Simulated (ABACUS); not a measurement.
Wanted: the native input for an ABACUS 3.10.1 run.

* Task: single point
* Functional: PBE
* Potentials or basis: PseudoDojo NC SR 0.4.1 PBE standard
* Cutoff: 1143 eV
* Density cutoff: 4572 eV
* Basis: plane waves
* k mesh: 11 × 11 × 11
* Occupations: fermi-dirac, width 0.05 eV
* Spin: no spin polarisation
* Radial cutoff of the potentials (pseudo_rcut): 10 bohr
* SCF threshold on the density: 1e-08
* Max SCF steps: 100
* Eigensolver: dav
* Mixing: broyden
* Mixing share: 0.7
* Symmetry key: 1

Crystal: TiC.

```
Ti C
1.0
     0.00000    2.16572    2.16572
     2.16572    0.00000    2.16572
     2.16572    2.16572    0.00000
Ti C
1 1
Direct
  0.00000 0.00000 0.00000
  0.50000 0.50000 0.50000
```

The cell is a database's computed one.

The input as run:

INPUT

```
INPUT_PARAMETERS
suffix              TiC
calculation         scf
basis_type          pw
pseudo_dir          ./
symmetry            1
dft_functional      pbe
ecutwfc             84
pseudo_rcut         10
nspin               1
nbands              12
ks_solver           dav
smearing_method     fd
smearing_sigma      0.00367493
scf_thr             1e-08
scf_nmax            100
mixing_type         broyden
mixing_beta         0.7
cal_force           1
cal_stress          1
kpar                4
```

STRU

```
ATOMIC_SPECIES
Ti 47.8670 Ti.upf
C 12.0110 C.upf

LATTICE_CONSTANT
1.8897261246

LATTICE_VECTORS
0.0000000000 2.1657188437 2.1657188437
2.1657188437 0.0000000000 2.1657188437
2.1657188437 2.1657188437 0.0000000000

ATOMIC_POSITIONS
Direct

Ti
0.0
1
0.0000000000 0.0000000000 0.0000000000 1 1 1

C
0.0
1
0.5000000000 0.5000000000 0.5000000000 1 1 1
```

KPT

```
K_POINTS
0
Gamma
11 11 11 0 0 0
```

Potentials or basis: PseudoDojo NC SR 0.4.1 PBE standard, plane waves.

Run with:

```sh
$ OMP_NUM_THREADS=1 mpirun -np 4 abacus > log
```

It gave:

- Pressure: 0.3 GPa
- Band gap on the k mesh: none (metal or under the smearing width)

It took 8.9 s on 4 MPI ranks on Intel(R) Xeon(R) Platinum 8259CL CPU @ 2.50GHz (Skylake/Cascade Lake) (shared host), peak memory 0.28 GiB a rank.
